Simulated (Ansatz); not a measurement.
## Ge in Ansatz: the effect of functional

Crystal: Ge.

```
Ge
1.0
     1.50763   -2.62883    0.00000
     1.50763    2.62883    0.00000
     0.00000    0.00000    4.78981
Ge
2
Direct
  0.33345 0.66655 0.25000
  0.66655 0.33345 0.75000
```

This isn't the form of Ge at room conditions, which is diamond.

The cell isn't the ideal one: volume scaled by 1.04.

Alike in all runs:

```yaml
Program: Ansatz 0.2.0
Task: single point
Potentials_or_basis: Ansatz PAW
k_mesh: 10 × 10 × 6
Occupations: fermi-dirac, width 0.05 eV
Spin: no spin polarisation
```

| functional | cutoff | pressure (GPa) |
| --- | --- | --- |
| LDA | 420 eV (not typed: the program's choice for these potentials) | -3.9 |
| PBE | 420 eV (not typed: the program's choice for these potentials) | ? |
| PBEsol | 420 eV (not typed: the program's choice for these potentials) | -2.3 |
| r2SCAN | 500 eV (not typed: the program's choice for these potentials) | -0.8 |

What does the run with functional PBE give?

Pressure 1.2 GPa.

Caveats: the PAW data sets come from PBE, with cores solved anew for the run's functional, which leaves a small shift of forces and pressure (some runs).
